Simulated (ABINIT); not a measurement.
**Beyond one shot: KF (Carobbiite)**

Wanted: G0W0 and self-consistent gaps of KF (Carobbiite), with the cost of the cycles.

Program: ABINIT 10.8.3. Level of theory: PBE and many-body steps on it, plane waves. Results are calculated unless marked as measured.

### 1. The starting structure

The structure is cubic, space group Fm-3m (No. 225). The conventional cell has a = 5.344 Å, b = 5.344 Å, c = 5.344 Å, α = 90.00°, β = 90.00°, γ = 90.00°. Nearest to K lie 6 F at 2.67 Å. Nearest to F lie 6 K at 2.67 Å. Farther neighbours and most contacts between anions are not listed.

The cell and positions come from the Crystallography Open Database and are kept as given unless a step says otherwise.

### 2. Empty states on the mesh, 4×4×4 mesh, 102 bands

This step: ABINIT 10.8.3; DFT, PBE, plane waves, norm-conserving pseudopotentials.

The sums over transitions need many empty states on a uniform mesh; this step solves for them.

run.abi reads:

```
acell 3*1.0 Angstrom
rprim 
  -0.000000000000 2.671850000000 2.671850000000
  2.671850000000 -0.000000000000 2.671850000000
  2.671850000000 2.671850000000 0.000000000000
ntypat 2
znucl 19 9
natom 2
typat 1 2
xred 
  0.000000000000 0.000000000000 0.000000000000
  0.500000000000 0.500000000000 0.500000000000
pp_dirpath "pseudos"
pseudos "K.upf, F.upf"
ecut 36
ngkpt 4 4 4
nshiftk 1
shiftk 0 0 0
kptopt 1
chksymbreak 0
irdden 1
istwfk *1
nband 102
prtvol 0
optdriver 6
gwr_task "HDIAGO"
paral_kgb 0
occopt 1
indata_prefix "in"
outdata_prefix "out"
tmpdata_prefix "tmp"
```

The run is started by

```bash
$ OMP_NUM_THREADS=1 mpirun -n 8 abinit run.abi > log
```

What it wrote:

```text
.Version 10.8.3 of ABINIT. v10.8.2 released Aug 2026.

 Symmetries : space group Fm -3 m (#225); Bravais cF (face-center cubic)
[... echo of the input left out ...]
== DATASET  1 ==================================================================
-   mpi_nproc: 8, omp_nthreads: 1 (-1 if OMP is not activated)

--- !DatasetInfo
iteration_state: {dtset: 1, }
dimensions: {natom: 2, nkpt: 8, mband: 102, nsppol: 1, nspinor: 1, nspden: 1, mpw: 2685, }
cutoff_energies: {ecut:  36.0, pawecutdg:  -1.0, }
[...]
Direct band gap semiconductor
 Fundamental gap:     6.199 (eV)
   VBM:     0.131 (eV) at k: [ 0.0000E+00,  0.0000E+00,  0.0000E+00]
   CBM:     6.330 (eV) at k: [ 0.0000E+00,  0.0000E+00,  0.0000E+00]
 Direct gap:         6.199 (eV) at k: [ 0.0000E+00,  0.0000E+00,  0.0000E+00]

== END DATASET(S) ==============================================================
================================================================================

 -outvars: echo values of variables after computation  --------
           etotal      0.0000000000E+00
            nband         102
             nkpt           8
          spgroup         225
 [... the other variables as echoed above ...]

 Calculation completed.
```

Elapsed: 16 s, on 8 MPI ranks of Arm Neoverse V2, shared host; peak memory 3.5 GiB.

Numbers from this step:

| Quantity | Value |
| --- | --- |
| gap | 6.199 eV |
| k of the valence top | 0, 0, 0 |
| k of the conduction bottom | 0, 0, 0 |
| least direct gap | 6.199 eV |
| k points computed | 8 |
| lowest point of the top converged band, above the valence top | 93.7997 eV |

On this mesh the gap is 6.199 eV.

The density comes from a self-consistent run that is not shown.

### 3. Screening, 4×4×4 mesh, 94 bands, screening to 163.3 eV

The RPA dielectric matrix is built and inverted for each q.

This step: RPA screening on PBE, plane waves, norm-conserving pseudopotentials.

run.abi: that of step 2 with these lines changed.

```diff
@@ -20,10 +20,11 @@
 chksymbreak 0
-irdden 1
 istwfk *1
-nband 102
-prtvol 0
-optdriver 6
-gwr_task "HDIAGO"
-paral_kgb 0
 occopt 1
+irdwfk 1
+optdriver 3
+nband 94
+ecuteps 6
+inclvkb 2
+awtr 1
+symchi 1
 indata_prefix "in"
```

What it wrote:

```text
.Version 10.8.3 of ABINIT. v10.8.2 released Aug 2026.

 Symmetries : space group Fm -3 m (#225); Bravais cF (face-center cubic)
[... echo of the input left out ...]
== DATASET  1 ==================================================================
-   mpi_nproc: 8, omp_nthreads: 1 (-1 if OMP is not activated)

--- !DatasetInfo
iteration_state: {dtset: 1, }
dimensions: {natom: 2, nkpt: 8, mband: 94, nsppol: 1, nspinor: 1, nspden: 1, mpw: 2685, }
cutoff_energies: {ecut:  36.0, pawecutdg:  -1.0, }
electrons: {nelect:   1.60000000E+01, charge:   0.00000000E+00, occopt:   1.00000000E+00, tsmear:   1.00000000E-02, }

 SCREENING: Calculation of the susceptibility and dielectric matrices

 Based on a program developped by R.W. Godby, V. Olevano, G. Onida, and L. Reining.
 Incorporated in ABINIT by V. Olevano, G.-M. Rignanese, and M. Torrent.
.Using double precision arithmetic ; gwpc =  8

[... cell and pseudopotentials left out ...]
--------------------------------------------------------------------------------

 ==== K-mesh for the wavefunctions ====
 Number of points in the irreducible wedge :     8
[... list of points left out ...]
 Together with 48 symmetry operations and time-reversal symmetry
 yields    64 points in the full Brillouin Zone.

 ==== Q-mesh for the screening function ====
 Number of points in the irreducible wedge :     8
[... list of points left out ...]
 Together with 48 symmetry operations and time-reversal symmetry
 yields    64 points in the full Brillouin Zone.

 setmesh: FFT mesh size selected  =    27x   27x   27
          total number of points  =        19683

 vcoul_init : cutoff-mode = AUXILIARY_FUNCTION
 q-points for optical limit:   1
     1)      0.000010    0.000020    0.000030

- screening: taking advantage of time-reversal symmetry
- Maximum band index for partially occupied states nbvw = 8
- Remaining bands to be divided among processors   nbcw = 86
- Number of bands treated by each node ~10

 Number of electrons calculated from density =   16.0000; Expected =   16.0000
 average of density, n =  0.062152
 r_s =    1.5661
 omega_plasma =   24.0483 [eV]

 calculating chi0 at frequencies [eV] :
  1    0.000000E+00    0.000000E+00
  2    0.000000E+00    2.404829E+01

--------------------------------------------------------------------------------
  q-point number  1        q = ( 0.000000, 0.000000, 0.000000) [r.l.u.]
--------------------------------------------------------------------------------
[... chi0 elements left out ...]
 For q-point:  0.000010 0.000020 0.000030
  dielectric constant =   1.8958
  dielectric constant without local fields =   2.1031

  Average fulfillment of the sum rule on Im[epsilon] for q-point    1 :     65.59  [%]
[... wings left out ...]
  q-point number  2        q = ( 0.250000, 0.000000, 0.000000) [r.l.u.]
--------------------------------------------------------------------------------
[... chi0 elements left out ...]
  Average fulfillment of the sum rule on Im[epsilon] for q-point    2 :     75.07  [%]

 [... 6 further q-points ...]
```

The job ended after 7.1 s (8 MPI ranks; peak memory 1 GiB).

This step gave:

```
ε∞ with local fields, on this mesh, along the program's q direction : 1.896
the same without local fields                                       : 2.103
plasma frequency                                                    : 24.05 eV
plane waves in the screening matrix                                 : 169
```

Local fields lower ε∞ by 10 %. On a Γ-centred mesh this coarse the value itself is usually too large, while a short band sum pulls it down.

### 4. G0W0

The self-energy is evaluated for the states that the input lists, and the levels follow from it, in one-shot runs by the linearised quasiparticle equation.

This step: G0W0 on PBE, plane waves, norm-conserving pseudopotentials.

run.abi: that of step 3 with these lines changed.

```diff
@@ -23,8 +23,15 @@
 irdwfk 1
-optdriver 3
+optdriver 4
 nband 94
+gwcalctyp 0
+ecutsigx 36
+symsigma 1
+nkptgw 1
+kptgw 
+  0.0000000000 0.0000000000 0.0000000000
+bdgw 
+  6 12
 ecuteps 6
-inclvkb 2
-awtr 1
-symchi 1
+irdscr 1
+ppmodel 1
 indata_prefix "in"
```

What it wrote:

```text
.Version 10.8.3 of ABINIT. v10.8.2 released Aug 2026.

 Symmetries : space group Fm -3 m (#225); Bravais cF (face-center cubic)
[... echo of the input left out ...]
== DATASET  1 ==================================================================
-   mpi_nproc: 8, omp_nthreads: 1 (-1 if OMP is not activated)

--- !DatasetInfo
iteration_state: {dtset: 1, }
dimensions: {natom: 2, nkpt: 8, mband: 94, nsppol: 1, nspinor: 1, nspden: 1, mpw: 2685, }
cutoff_energies: {ecut:  36.0, pawecutdg:  -1.0, }
electrons: {nelect:   1.60000000E+01, charge:   0.00000000E+00, occopt:   1.00000000E+00, tsmear:   1.00000000E-02, }

 SIGMA: Calculation of the GW corrections

 Based on a program developped by R.W. Godby, V. Olevano, G. Onida, and L. Reining.
 Incorporated in ABINIT by V. Olevano, G.-M. Rignanese, and M. Torrent.
.Using double precision arithmetic ; gwpc =  8

[... cell and pseudopotentials left out ...]
--------------------------------------------------------------------------------

 ==== K-mesh for the wavefunctions ====
 Number of points in the irreducible wedge :     8
[... list of points left out ...]
 Together with 48 symmetry operations and time-reversal symmetry
 yields    64 points in the full Brillouin Zone.

 ==== Q-mesh for screening function ====
 Number of points in the irreducible wedge :     8
[... list of points left out ...]
 Together with 48 symmetry operations and time-reversal symmetry
 yields    64 points in the full Brillouin Zone.

 vcoul_init : cutoff-mode = AUXILIARY_FUNCTION
 q-points for optical limit:   1
     1)      0.000010    0.000020    0.000030
 setmesh: FFT mesh size selected  =    40x   40x   40
          total number of points  =        64000

 Number of electrons calculated from density =   16.0000; Expected =   16.0000
 average of density, n =  0.062152
 r_s =    1.5661
 omega_plasma =   24.0483 [eV]

 === KS Band Gaps ===
  >>>> For spin  1
   Minimum direct gap =   6.1994 [eV], located at k-point      :   0.0000  0.0000  0.0000
   Fundamental gap    =   6.1994 [eV], Top of valence bands at :   0.0000  0.0000  0.0000
                                       Bottom of conduction at :   0.0000  0.0000  0.0000
 SIGMA fundamental parameters:
 PLASMON POLE MODEL  1
 number of plane-waves for SigmaX                 2685
 number of plane-waves for SigmaC and W            169
 number of plane-waves for wavefunctions          2685
 number of bands                                    94
 number of independent spin polarizations            1
 number of spinorial components                      1
 number of k-points in IBZ                           8
 number of q-points in IBZ                           8
 number of symmetry operations                      48
 number of k-points in BZ                           64
 number of q-points in BZ                           64
 number of frequencies for dSigma/dE                 9
 frequency step for dSigma/dE [eV]                0.25
 number of omega for Sigma on real axis              0
 max omega for Sigma on real axis  [eV]           0.00
 zcut for avoiding poles [eV]                     0.10

 EPSILON^-1 parameters (SCR file):
 dimension of the eps^-1 matrix on file            169
 dimension of the eps^-1 matrix used               169
 number of plane-waves for wavefunctions          2685
 number of bands                                    94
 number of q-points in IBZ                           8
 number of frequencies                               2
 number of real frequencies                          1
 number of imag frequencies                          1

 matrix elements of self-energy operator (all in [eV])

 Perturbative Calculation

--- !SelfEnergy_ee
iteration_state: {dtset: 1, }
kpoint     : [   0.000,    0.000,    0.000, ]
spin       : 1
KS_gap     :    6.199
QP_gap     :    9.545
Delta_QP_KS:    3.346
data: !SigmaeeData |
     Band     E0 <VxcDFT>   SigX SigC(E0)      Z dSigC/dE  Sig(E)    E-E0       E
        6   0.131 -21.899 -29.492   4.782   0.809  -0.235 -24.174  -2.276  -2.145
        7   0.131 -21.899 -29.492   4.782   0.809  -0.235 -24.174  -2.276  -2.145
        8   0.131 -21.899 -29.492   4.782   0.809  -0.235 -24.174  -2.276  -2.145
        9   6.330  -7.969  -4.003  -2.776   0.899  -0.113  -6.899   1.070   7.400
       10  10.825 -10.841  -4.968  -3.016   0.892  -0.121  -8.294   2.547  13.372
       11  10.825 -10.841  -4.968  -3.016   0.892  -0.121  -8.294   2.547  13.372
       12  10.825 -10.841  -4.968  -3.016   0.892  -0.121  -8.294   2.547  13.372

== END DATASET(S) ==============================================================
================================================================================

 -outvars: echo values of variables after computation  --------
           etotal      0.0000000000E+00
            nband          94
             nkpt           8
          spgroup         225
 [... the other variables as echoed above ...]

 Calculation completed.
```

The job ended after 3.1 s (8 MPI ranks; peak memory 0.6 GiB).

This step gave:

```yaml
g0w0_gap_on_the_points_computed: 9.545 eV
starting_gap_on_the_mesh: 6.199 eV
k_of_the_valence_top: 0, 0, 0
k_of_the_conduction_bottom: 0, 0, 0
z_at_the_valence_top: 0.809
z_at_the_conduction_bottom: 0.899
least_direct_g0w0_gap_on_the_computed_points: 9.545 eV
```

The gap on the mesh goes from 6.20 eV to 9.54 eV, a correction of +3.35 eV.

### 5. QSGW, cycle 1

This step: QSGW on PBE, plane waves, norm-conserving pseudopotentials.

run.abi: that of step 4 with these lines changed.

```diff
@@ -25,10 +25,24 @@
 nband 94
-gwcalctyp 0
+gwcalctyp 28
 ecutsigx 36
-symsigma 1
-nkptgw 1
+symsigma 0
+nkptgw 8
 kptgw 
   0.0000000000 0.0000000000 0.0000000000
+  0.2500000000 0.0000000000 0.0000000000
+  0.5000000000 0.0000000000 0.0000000000
+  0.2500000000 0.2500000000 0.0000000000
+  0.5000000000 0.2500000000 0.0000000000
+  -0.2500000000 0.2500000000 0.0000000000
+  0.5000000000 0.5000000000 0.0000000000
+  -0.2500000000 0.5000000000 0.2500000000
 bdgw 
-  6 12
+  1 14
+  1 14
+  1 14
+  1 14
+  1 14
+  1 14
+  1 14
+  1 14
 ecuteps 6
@@ -36,2 +50,3 @@
 ppmodel 1
+rhoqpmix 0.3
 indata_prefix "in"
```

What it wrote:

```text
.Version 10.8.3 of ABINIT. v10.8.2 released Aug 2026.

 Symmetries : space group Fm -3 m (#225); Bravais cF (face-center cubic)
[... echo of the input left out ...]
== DATASET  1 ==================================================================
-   mpi_nproc: 8, omp_nthreads: 1 (-1 if OMP is not activated)

--- !DatasetInfo
iteration_state: {dtset: 1, }
dimensions: {natom: 2, nkpt: 8, mband: 94, nsppol: 1, nspinor: 1, nspden: 1, mpw: 2685, }
cutoff_energies: {ecut:  36.0, pawecutdg:  -1.0, }
electrons: {nelect:   1.60000000E+01, charge:   0.00000000E+00, occopt:   1.00000000E+00, tsmear:   1.00000000E-02, }

 SIGMA: Calculation of the GW corrections

 Based on a program developped by R.W. Godby, V. Olevano, G. Onida, and L. Reining.
 Incorporated in ABINIT by V. Olevano, G.-M. Rignanese, and M. Torrent.
.Using double precision arithmetic ; gwpc =  8

[... cell and pseudopotentials left out ...]
--------------------------------------------------------------------------------

 ==== K-mesh for the wavefunctions ====
 Number of points in the irreducible wedge :     8
[... list of points left out ...]
 Together with 48 symmetry operations and time-reversal symmetry
 yields    64 points in the full Brillouin Zone.

 ==== Q-mesh for screening function ====
 Number of points in the irreducible wedge :     8
[... list of points left out ...]
 Together with 48 symmetry operations and time-reversal symmetry
 yields    64 points in the full Brillouin Zone.

 vcoul_init : cutoff-mode = AUXILIARY_FUNCTION
 q-points for optical limit:   1
     1)      0.000010    0.000020    0.000030
 setmesh: FFT mesh size selected  =    40x   40x   40
          total number of points  =        64000

 Number of electrons calculated from density =   16.0000; Expected =   16.0000
[...]
QP_gap     :   13.095
Delta_QP_KS:    4.806
data: !SigmaeeData |
     Band     E_DFT   <VxcDFT>   E(N-1)  <Hhartree>   SigX  SigC[E(N-1)]    Z     dSigC/dE  Sig[E(N)]  DeltaE  E(N)_pert E(N)_diago
[...]
--- !SelfEnergy_ee
iteration_state: {dtset: 1, }
kpoint     : [  -0.250,    0.500,    0.250, ]
spin       : 1
KS_gap     :    9.914
QP_gap     :   14.968
Delta_QP_KS:    5.054
data: !SigmaeeData |
     Band     E_DFT   <VxcDFT>   E(N-1)  <Hhartree>   SigX  SigC[E(N-1)]    Z     dSigC/dE  Sig[E(N)]  DeltaE  E(N)_pert E(N)_diago
[...]
13    14.227   -14.799    14.227    29.026    -7.012    -3.435     1.000     0.000   -10.447     4.353    18.579    18.357
       14    15.024   -10.593    15.024    25.617    -4.601    -3.408     1.000     0.000    -8.009     2.584    17.608    18.579

 New Fermi energy :        8.901874E-02 Ha ,    2.422323E+00 eV
 New Exchange energy :    -8.463260E+00 Ha ,   -2.302970E+02 eV

 === QP Band Gaps ===
  >>>> For spin  1
   Minimum direct gap =  10.2043 [eV], located at k-point      :   0.0000  0.0000  0.0000
   Fundamental gap    =  10.2043 [eV], Top of valence bands at :   0.0000  0.0000  0.0000
                                       Bottom of conduction at :   0.0000  0.0000  0.0000

 writing QP data on file : out_QPS

 Convergence of QP corrections
 >>>>> For spin  1 <<<<<
.  kptgw no:  1; Maximum DeltaE = (  -5.428  -1.127) for band index:  2
.  kptgw no:  2; Maximum DeltaE = (  -6.109  -0.865) for band index:  2
.  kptgw no:  3; Maximum DeltaE = (  -5.890  -1.065) for band index:  2
[...]
.  kptgw no:  7; Maximum DeltaE = (  -5.632  -1.255) for band index:  2
.  kptgw no:  8; Maximum DeltaE = (  -5.671  -0.931) for band index:  2

== END DATASET(S) ==============================================================
================================================================================

 -outvars: echo values of variables after computation  --------
           etotal      0.0000000000E+00
            nband          94
             nkpt           8
          spgroup         225
 [... the other variables as echoed above ...]

 Calculation completed.
```

It took 50 s on 8 MPI ranks; peak memory 2 GiB; 6.7 min of CPU time.

This step gave:

```yaml
quasiparticle_gap_on_the_mesh: 10.20 eV
gap_of_the_density_functional_on_the_mesh: 6.199 eV
k_of_the_valence_top: 0, 0, 0
k_of_the_conduction_bottom: 0, 0, 0
z_at_the_valence_top: 1
z_at_the_conduction_bottom: 1
least_direct_quasiparticle_gap_on_the_computed_points: 10.20 eV
```

Against G0W0 in ABINIT (4×4×4 mesh, 94 bands, screening to 163.3 eV, Godby-Needs plasmon pole), the gap moves by +0.659 eV.

(Continued in part 2 of 4.)

[Paths, hosts, dates, memory and timing lines, banners, echoed tables and standing remarks are left out of the program output.]

[Logs are printed without paths, hosts, clocks, repeated set-up lines and the standing remarks that a program may print on its own settings, such as how far it seeks lower states.]

[Runs of the session that timed out or met a known fault of the program may be left out.]

[Hosts, paths, dates, database ids (printed as entryN), source tags and the programs' standing remarks are cut or masked in the printed files.]

[G0W0 gaps are taken among the corrected bands and points alone; a level outside them can change the order at an edge.]

[Where Ansatz stands beside ABINIT at settings called matched, ABINIT's density can come from a denser mesh and the files from another edition; pairs whose starting gaps differed by over 0.03 eV were left out, so agreement reads better than it is.]
